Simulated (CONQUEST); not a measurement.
The system is Ag.

```
CELL_PARAMETERS angstrom
2.88888 0.00000 0.00000
0.00000 2.88888 0.00000
0.00000 0.00000 4.08550
ATOMIC_POSITIONS crystal
Ag 0.00000 0.00000 0.00000
Ag 0.50000 0.50000 0.50000
```

- Program: CONQUEST 1.3
- Task: single point
- Functional: PBE
- Potentials or basis: PseudoDojo NC PBE, SZ, grid cutoff 120 Ha
- k mesh: 9 × 9 × 7
- Occupations: fermi-dirac, width 0.05 eV
- Spin: no spin polarisation

On this cell: pressure 19.7 GPa; largest force zero by symmetry; band gap on the k mesh none (metal or under the smearing width).

The same run follows on a disturbed copy (atoms of the box moved at random, drawn with an rms of 0.05 Å):

```xyz
2
Lattice="2.8889 0.0000 0.0000 0.0000 2.8889 0.0000 0.0000 0.0000 4.0855" Properties=species:S:1:pos:R:3 pbc="T T T"
Ag   -0.0468    0.0103    0.0221
Ag    1.4437    1.4230    2.0567
```

Q: What changes?

A: The energy (extrapolated to zero smearing) moves by +2.6 meV/atom; pressure 19.9 GPa; largest force 0.187 eV/Å; band gap on the k mesh none (metal or under the smearing width).

Forces on the atoms (eV/Å):
```
Ag   0.136 -0.090 -0.091
Ag  -0.136  0.090  0.055
```

The forces don't sum to zero, so they hold noise of the program's grid.

Caveats: the atomic basis is small; the basis of atomic orbitals isn't converged, which shifts pressures, moduli and gaps; the box holds several primitive cells, so bands are folded and the points are those of the box's own zone (some runs); so large a pressure means that the cell lies far from this level's equilibrium, or that cutoff or potentials fall short (some runs); the real-space grid breaks the cell's symmetry a little (some runs).
